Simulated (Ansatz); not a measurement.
## Two Ansatz runs on Te2Pt

The structure comes from a relaxation in the same program, started in the CdI2 type, and has space group P-3m1. Whether it is a known phase or the ground state wasn't checked.

First run: DFT, PBE, PAW with Ansatz's default frozen-core files, scalar-relativistic (Ansatz 0.2.0).

Command: `ansatz run input.yaml --threads 1 --pin off --max-ram 3072MiB --backend cpu --events-out ev --progress --plain --runs-dir out` The run took 29 s on 1 thread of Arm Neoverse V2, with other jobs on the host.

```yaml
crystal:
  lattice:
    - [4.0899624096, 0.0, 0.0]
    - [-2.0449812048, 3.5420113472, 0.0]
    - [0.0, 0.0, 5.3827046313]
  atoms:
    - { symbol: Pt, position: [0.0, 0.0, 0.0] }
    - { symbol: Te, position: [0.3333333333, 0.6666666667, 0.2530028067] }
    - { symbol: Te, position: [0.6666666667, 0.3333333333, 0.7469971933] }
kpoints:
  mp_grid: { grid: [10, 10, 6] }
  band_path:
    path:
      - [0.0, 0.0, 0.0]
      - [0.5, 0.0, 0.0]
      - [0.3333333333, 0.3333333333, 0.0]
      - [0.0, 0.0, 0.0]
      - [0.0, 0.0, 0.5]
      - [0.5, 0.0, 0.5]
      - [0.3333333333, 0.3333333333, 0.5]
      - [0.0, 0.0, 0.5]
      - [0.5, 0.0, 0.5]
    npoints: 14
scf:
  occupations: { method: fermi_dirac, width: 0.05 }
hamiltonian:
  xc: pbe
  pseudopotentials: { kind: paw }
output:
  forces: true
  stress: true
  eigenvalues: true
  efg: { contact_densities: true }
  populations: true
  bader: true
  dos: { projected: true, de: 0.2, e_range: [-14, 8] }
  write_density: true
  write_potential: true
  elf: true
  volumetric_format: npy
```

Result: converged; pressure -0.01 GPa; no gap on the k mesh; 6 SCF iterations.

No spin–orbit coupling, which matters for the heavy atoms here.

A second run of a changed input logged this at its end:

```
Error: YAML parse error: error: line 36 column 1: unknown field `ENCUT`, expected one of crystal, accuracy, basis, kpoints, hamiltonian, magnetization, projection, total_charge, correlation, batch, efield, external_charges, scf, relax, neb, saddle, md, ramp, phonons, dielectric, real_time, elastic, magnetic_configurations, gw, evaluate, workflow, output, checkpoint, execution
  --> <input>:36:1
   |
34 |   efg: { contact_densities: true }
35 |   populations: true
36 | ENCUT: 0.3
   | ^ unknown field `ENCUT`, expected one of crystal, accuracy, basis, kpoints, hamiltonian, magnetization, projection, total_charge, correlation, batch, efield, external_charges, scf, relax, neb, saddle, md, ramp, phonons, dielectric, real_time, elastic, magnetic_configurations, gw, evaluate, workflow, output, checkpoint, execution
```

**Question.** What was wrong with the input?

**Answer.** A keyword of another program, by this change (others could give a like log):
```diff
@@ -24,4 +24,5 @@
 scf:
   occupations: { method: fermi_dirac, width: 0.05 }
+  max_iter: 80
 hamiltonian:
   xc: pbe
@@ -33,9 +34,4 @@
   efg: { contact_densities: true }
   populations: true
-  bader: true
-  dos: { projected: true, de: 0.2, e_range: [-14, 8] }
-  write_density: true
-  write_potential: true
-  elf: true
-  volumetric_format: npy
+ENCUT: 0.3
```
